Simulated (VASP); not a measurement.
# Mg2Ge (Fm-3m) in VASP: a series of runs, part 2 of 2

VASP 6.6.1. The steps go on from the part before.

## (3) Relaxation of cell and atoms, PBE+D3(BJ)

This run uses another cell than the first one, of 21.53 Å³/atom, 1.021 times its volume.

File INCAR:

```
SYSTEM = Mg2Ge
PREC = Accurate
ENCUT = 600
EDIFF = 1E-7
ISMEAR = 0
SIGMA = 0.01
LREAL = .FALSE.
LASPH = .TRUE.
NELM = 60
ALGO = Fast
ISIF = 3
LWAVE = .FALSE.
LCHARG = .FALSE.
GGA = PE
IVDW = 12
IBRION = 2
NSW = 100
EDIFFG = -0.01
```

File KPOINTS:

```
Automatic mesh
0
G
  10 10 10
  0 0 0
```

File POSCAR:

```
Mg2Ge
1.0
    0.0000000000      3.1842958900      3.1842958900
    3.1842958900      0.0000000000      3.1842958900
    3.1842958900      3.1842958900      0.0000000000
Mg Ge
2 1
Direct
    0.7500000000      0.7500000000      0.7500000000
    0.2500000000      0.2500000000      0.2500000000
    0.0000000000      0.0000000000      0.0000000000
```

Potentials or basis: VASP PAW PBE potentials, release 64 (Mg, Ge_d).

Started as:

```
cat potpaw_PBE.64/Mg/POTCAR potpaw_PBE.64/Ge_d/POTCAR > POTCAR
mpirun -np 1 vasp_std > vasp.out
```

OUTCAR:

```text
SYSTEM = Mg2Ge
   PREC = Accurate
   ENCUT = 600
   EDIFF = 1E-7
   ISMEAR = 0
   LREAL = .FALSE.
   LASPH = .TRUE.
   NELM = 60
   ISIF = 3
   GGA = PE
   IVDW = 12
   IBRION = 2
   NSW = 100
   EDIFFG = -0.01
 IVDW          = 12

 ion  position               nearest neighbor table
   1  0.750  0.750  0.750-   3 2.76   3 2.76   3 2.76   3 2.76   2 3.18   2 3.18   2 3.18   2 3.18
                             2 3.18   2 3.18
   2  0.250  0.250  0.250-   3 2.76   3 2.76   3 2.76   3 2.76   1 3.18   1 3.18   1 3.18   1 3.18
[... 643 lines left out ...]
  Direction    XX          YY          ZZ          XY          YZ          ZX
  --------------------------------------------------------------------------------------
  -------------------------------------------------------------------------------------
  Total       0.01590     0.01590     0.01590    -0.00000    -0.00000    -0.00000
  in kB       0.40410     0.40410     0.40410    -0.00000    -0.00000    -0.00000
  external pressure =        0.40 kB  Pullay stress =        0.00 kB

 VOLUME and BASIS-vectors are now :
 -----------------------------------------------------------------------------
  energy-cutoff  :      600.00
  volume of cell :       63.04
      direct lattice vectors                 reciprocal lattice vectors
    -0.000000000  3.158845447  3.158845447    -0.158285680  0.158285680  0.158285680
     3.158845447  0.000000000  3.158845447     0.158285680 -0.158285680  0.158285680
     3.158845447  3.158845447  0.000000000     0.158285680  0.158285680 -0.158285680

 POSITION                                       TOTAL-FORCE (eV/Angst)
 -----------------------------------------------------------------------------------
      4.73827      4.73827      4.73827        -0.000000     -0.000000      0.000000
      1.57942      1.57942      1.57942         0.000000      0.000000     -0.000000
      3.15885      3.15885      6.31769         0.000000      0.000000     -0.000000
 -----------------------------------------------------------------------------------
    total drift:                                0.000000      0.000000      0.000000

  FREE ENERGIE OF THE ION-ELECTRON SYSTEM (eV)
  ---------------------------------------------------
  free  energy   TOTEN  =        -9.2634685017 eV

  energy  without entropy=       -9.2634685017  energy(sigma->0) =       -9.26346850

 reached required accuracy - stopping structural energy minimisation
```

OSZICAR:

```text
N       E                     dE             d eps       ncg     rms          rms(c)
DAV:   1     0.828102072228E+02    0.82810E+02   -0.97139E+03  1307   0.247E+03
DAV:   2     0.192966207504E+01   -0.80881E+02   -0.77568E+02  1282   0.461E+02
DAV:   3    -0.853470952741E+01   -0.10464E+02   -0.10328E+02  1527   0.107E+02
[... 19 lines left out ...]
RMM:   5    -0.833910525503E+01   -0.91117E-04   -0.10210E-03  1373   0.272E-01    0.674E-02
RMM:   6    -0.833912343616E+01   -0.18181E-04   -0.22022E-04  1384   0.223E-01    0.123E-02
RMM:   7    -0.833912661885E+01   -0.31827E-05   -0.49764E-05  1448   0.741E-02    0.752E-03
RMM:   8    -0.833912715243E+01   -0.53358E-06   -0.91954E-06  1367   0.337E-02    0.294E-03
RMM:   9    -0.833912748859E+01   -0.33617E-06   -0.13794E-06  1136   0.115E-02    0.210E-03
RMM:  10    -0.833912745229E+01    0.36306E-07   -0.13651E-07   872   0.458E-03
   2 F= -.92634685E+01 E0= -.92634685E+01  d E =-.582503E-02
```

CONTCAR:

```text
Mg2Ge
   1.00000000000000
    -0.0000000000000000    3.1588454474418257    3.1588454474418257
     3.1588454474418257    0.0000000000000000    3.1588454474418257
     3.1588454474418257    3.1588454474418257    0.0000000000000000
  Mg              Ge
     2     1
Direct
     0.7500000000000000    0.7500000000000000    0.7500000000000000
     0.2500000000000000    0.2500000000000000    0.2500000000000000
     1.0000000000000000    1.0000000000000000    0.0000000000000000

  0.00000000E+00  0.00000000E+00  0.00000000E+00
  0.00000000E+00  0.00000000E+00  0.00000000E+00
  0.00000000E+00  0.00000000E+00  0.00000000E+00
```

It took 98 s on 1 thread of Intel Xeon Platinum 8488C (Sapphire Rapids), shared host; peak memory 0.25 GiB.

Results:

| Property | Result |
| --- | --- |
| Free energy | -9.2635 eV |
| Relaxed volume | 21.01 Å³/atom |
| Relaxed cell | a = 4.467 Å, b = 4.467 Å, c = 4.467 Å, α = 60.00°, β = 60.00°, γ = 60.00° |
| Space group after relaxing (to 0.05 Å) | Fm-3m (No. 225) |
| Energy gained by relaxing | 1.9 meV/atom |
| Ionic steps | 2 |
| Pressure after relaxing | 0.0 GPa |
| Band gap on the k mesh | 0.12 eV, indirect (least direct gap 1.22 eV) |
| Dispersion energy per atom | -0.308 eV |

The path:
```csv
step,energy change (eV),largest force (eV/Å),pressure (GPa),volume (Å³)
1,0.0000,0.0000,-1.23,64.58
2,-0.0058,0.0000,0.04,63.04
```

Final structure:
```
Mg Ge
1.0
     0.00000    3.15885    3.15885
     3.15885    0.00000    3.15885
     3.15885    3.15885    0.00000
Mg Ge
2 1
Cartesian
  4.7383 4.7383 4.7383
  1.5794 1.5794 1.5794
  3.1588 3.1588 6.3177
```

Levels at points of the mesh, in eV from the valence-band top:
| k point | band 5 | band 6 | band 7 | band 8 | band 9 | band 10 | band 11 | band 12 | band 13 |
| --- | --- | --- | --- | --- | --- | --- | --- | --- | --- |
| (0.00, 0.00, 0.00) | -23.66 | -9.88 | 0.00 | 0.00 | 0.00 | 1.22 | 2.89 | 2.89 | 2.89 |
| (0.50, 0.00, 0.00) | -23.66 | -8.60 | -4.95 | -0.75 | -0.75 | 1.14 | 2.80 | 2.80 | 4.91 |
| (0.50, 0.50, 0.00) | -23.66 | -8.11 | -4.61 | -2.05 | -2.05 | 0.12 | 0.62 | 8.08 | 8.11 |

A k mesh can miss the band edges. Expect the measured gap to be larger: semilocal functionals such as PBE lack the derivative discontinuity.

## (4) Single point, PBE+D3(BJ)

This run uses another cell than the first one, of 21.53 Å³/atom, 1.021 times its volume.

File INCAR:

```
PREC = Accurate
ENCUT = 520
EDIFF = 1E-6
ISMEAR = 0
SIGMA = 0.1
LREAL = False
LASPH = True
NELM = 80
ALGO = Fast
ISIF = 2
LWAVE = False
LCHARG = False
GGA = PE
IVDW = 12
NBANDS = 16
```

File KPOINTS:

```
regular mesh
0
Gamma
  6 6 6
```

POSCAR is that of step 3.

Started as:

```
cat potpaw_PBE.64/Mg/POTCAR potpaw_PBE.64/Ge_d/POTCAR > POTCAR
mpirun -np 1 vasp_std > vasp.out
```

It took 26 s on 1 thread of Intel Xeon Platinum 8488C (Sapphire Rapids), shared host; peak memory 0.21 GiB.

Results (log left out):

| Property | Result |
| --- | --- |
| Free energy | -9.2328 eV |
| Pressure | -1.4 GPa |
| Band gap on the k mesh | 0.13 eV, indirect (least direct gap 1.08 eV) |
| Dispersion energy per atom | -0.300 eV |

Levels at points of the mesh, in eV from the valence-band top:
| k point | band 5 | band 6 | band 7 | band 8 | band 9 | band 10 | band 11 | band 12 | band 13 | band 14 |
| --- | --- | --- | --- | --- | --- | --- | --- | --- | --- | --- |
| (0.00, 0.00, 0.00) | -23.66 | -9.78 | 0.00 | 0.00 | 0.00 | 1.08 | 2.83 | 2.83 | 2.83 | 6.11 |
| (0.50, 0.00, 0.00) | -23.66 | -8.53 | -4.88 | -0.74 | -0.74 | 1.03 | 2.76 | 2.76 | 4.85 | 8.08 |
| (0.50, 0.50, 0.00) | -23.66 | -8.07 | -4.55 | -2.02 | -2.02 | 0.13 | 0.56 | 7.94 | 7.94 | 8.88 |

## (5) Overview

| task | cell | k mesh | cutoff (eV) | smearing | gap on the mesh (eV) | pressure (GPa) |
| --- | --- | --- | --- | --- | --- | --- |
| single point | Fm-3m, 21.08 Å³/atom | 10 × 10 × 10 | 520 | gaussian 0.01 eV | 0.12 | -0.2 |
| relaxation of cell and atoms | relaxed | 10 × 10 × 10 | 600 | gaussian 0.01 eV | 0.12 | 0.0 |
| single point | Fm-3m, 21.53 Å³/atom | 6 × 6 × 6 | 520 | gaussian 0.1 eV | 0.13 | -1.4 |

Alike in all rows: level PBE+D3(BJ); potentials or basis VASP PAW PBE potentials, release 64 (Mg, Ge_d); no spin polarisation.

Absolute energies hang on the potentials; compare differences alone.
